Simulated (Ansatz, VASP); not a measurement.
## MgSi2N2 in VASP and in Ansatz

```xyz
5
Lattice="-1.7369 1.7369 6.1992 1.7369 -1.7369 6.1992 1.7369 1.7369 -6.1992" Properties=species:S:1:pos:R:3 pbc="T T T"
Mg    0.0000    0.0000    0.0000
Si    0.0000    0.0000    3.8033
Si    0.0000    0.0000    8.5951
N     0.0000    1.7369    3.0996
N     1.7369    0.0000    3.0996
```

Change from the starting cell: species swapped into the SrSi2Pd2 type (I4/mmm, No. 139).

Alike in both runs: functional PBE; k mesh 6 × 6 × 6; occupations gaussian, width 0.1 eV; no spin polarisation.

Ansatz relaxed the structure, and its values are those at the end. VASP's run is a single point on that final structure, the one shown.

```csv
,VASP,Ansatz
version,VASP 6.6.1,Ansatz 0.2.0
potentials or method,"VASP PAW PBE potentials, release 64 (Mg, Si, N)","scalar-relativistic, plane waves, PAW"
plane-wave cutoff (eV),520,420
valence electrons in the cell,20,28
```

Ansatz gave:

| Property | Result |
| --- | --- |
| gap on the k mesh at the Fermi level (eV) | none |
| pressure (GPa) | 0.1 |
| rms of the force components (eV/Å) | 0.003 |

Task: What did VASP give for the same quantities?

Result: gap on the k mesh at the Fermi level (eV): none; pressure (GPa): 0.0; rms of the force components (eV/Å): 0.001.

A gap of «none» marks a metal or a gap that the smearing closes. The functional is the same, so the differences come from potentials, cutoffs and numerics. The two sets of potentials don't hold the same shells in valence.

Caveats: the k mesh is coarse (spacing up to 0.43 Å⁻¹), so the values aren't converged.
